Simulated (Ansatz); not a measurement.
## Al₂Cu: a vibration from a frozen displacement

The calculation used DFT PBEsol, scalar-relativistic, plane waves, PAW (Ansatz 0.2.0). The runs took a 420 eV cutoff, a Γ-centred 8×8×8 mesh and Gaussian smearing (0.15 eV). No spin polarisation. Energies are free energies at this smearing, counted from the undisturbed cell; pressure is positive in compression.

The undisturbed cell (relaxed at this level; it needn't be the usual structure):

```
CELL_PARAMETERS angstrom
0.00000 0.00000 5.72603
-4.04926 4.04926 0.00000
-4.04926 -4.04926 0.00000
ATOMIC_POSITIONS crystal
Al 0.25000 0.75000 0.25000
Al 0.75000 0.25000 0.25000
Al 0.25000 0.25000 0.75000
Al 0.75000 0.75000 0.75000
Al 0.25000 0.25000 0.25000
Al 0.75000 0.75000 0.25000
Al 0.25000 0.75000 0.75000
Al 0.75000 0.25000 0.75000
Cu 0.00000 0.50000 0.00000
Cu 0.50000 0.00000 0.00000
Cu 0.00000 0.00000 0.50000
Cu 0.50000 0.50000 0.50000
```

Atom 9 (Cu) is moved by x along the Cartesian unit vector (0.000, 0.000, 1.000); the cell and all other atoms stay fixed. The cell's volume is 187.77 Å³; the moved atoms weigh 63.546 u together and the others 406.490 u. Some rows repeat others by symmetry and weren't run.

| x (Å) | ΔE (meV/cell) | total force on the moved atoms along the move (eV/Å) | pressure (GPa) |
| --- | --- | --- | --- |
| -0.6000 | 1497.55 | 4.6338 | 3.2516 |
| -0.5400 | 1228.94 | 4.3102 | 2.6861 |
| -0.4800 | 981.40 | 3.9332 | 2.1596 |
| -0.4200 | 757.82 | 3.5130 | 1.6789 |
| -0.3600 | 560.52 | 3.0589 | 1.2500 |
| -0.3000 | 391.27 | 2.5792 | 0.8785 |
| -0.2400 | 251.38 | 2.0811 | 0.5686 |
| -0.1800 | 141.79 | 1.5701 | 0.3241 |
| -0.1200 | 63.14 | 1.0508 | 0.1476 |
| 0.0000 | 0.00 | 0.0000 | 0.0053 |
| 0.1200 | 63.14 | -1.0508 | 0.1476 |
| 0.1800 | 141.79 | -1.5701 | 0.3241 |
| 0.2400 | 251.38 | -2.0811 | 0.5686 |
| 0.3000 | 391.27 | -2.5792 | 0.8785 |
| 0.3600 | 560.52 | -3.0589 | 1.2500 |
| 0.4200 | 757.82 | -3.5130 | 1.6789 |
| 0.4800 | 981.40 | -3.9332 | 2.1596 |
| 0.5400 | 1228.94 | -4.3102 | 2.6861 |
| 0.6000 | 1497.55 | -4.6338 | 3.2516 |

Problem. What frequency belongs to this motion?

Solution. The force constant is k = −dF/dx = 8.757 eV/Å², from the parabola through x = -0.1200, 0 and 0.1200. In every cell the moved atoms swing against the rest, so the mass is μ = m₁m₂/(m₁ + m₂) = 54.955 u, and ν̃ = 521.5 cm⁻¹ × √(|k|/μ) = 208 cm⁻¹. The pattern needn't be a normal mode: ν̃² is then a weighted mean of the squared nonzero frequencies at the zone centre of this cell, so it lies between the lowest and the highest of them.

Problem. How far does the harmonic law reach?

Solution. At x = -0.600 Å, kx²/2 = 1576.20 meV against the computed 1497.55 meV (-5.0 %): the well is still close to harmonic there.

Problem. The pressure changes with x². What does that say about the frequency under compression?

Solution. With E = k(V)x²/2, k ∝ V^(−2γ) and x scaling with the cell as V^(1/3), P − P0 = −∂E/∂V = (2γ − 2/3) ΔE/V. At x = 0.1800 Å, V(P − P0) = 187.77 × 0.31877 / 160.2 eV = 373.59 meV and ΔE = 141.79 meV, so γ = 1/3 + V(P − P0)/(2ΔE) = 1.65. This is the Grüneisen parameter of the motion under uniform scaling of the cell: shrinking the cell evenly by 1 % in volume raises the frequency by about 1.65 %.

In a metal these slopes depend on the k mesh and the smearing.

The relaxed cell is essentially cubic fluorite, with Cu at the centre of a cube of eight Al atoms. It is thus close to the metastable θ′ precipitate, and is not the tetragonal θ phase that is the usual form of Al₂Cu. The single well centred on the site shows that Cu isn't inclined to move off-centre along this line. Because the site is cubic, the same force constant holds for small Cu displacements in any direction.

The mild softening at large x probably reflects the path: Cu moves towards a square face of its Al cube, with an empty cube beyond, rather than head-on into a neighbour. A displacement towards a cube corner could well stiffen instead. The rise in pressure fits short-range repulsion from the Al atoms being approached, which steepens as the cell shrinks and so gives a positive Grüneisen parameter. A restoring force on one Cu atom doesn't establish that the fluorite lattice is stable against Al displacements or a tetragonal strain.
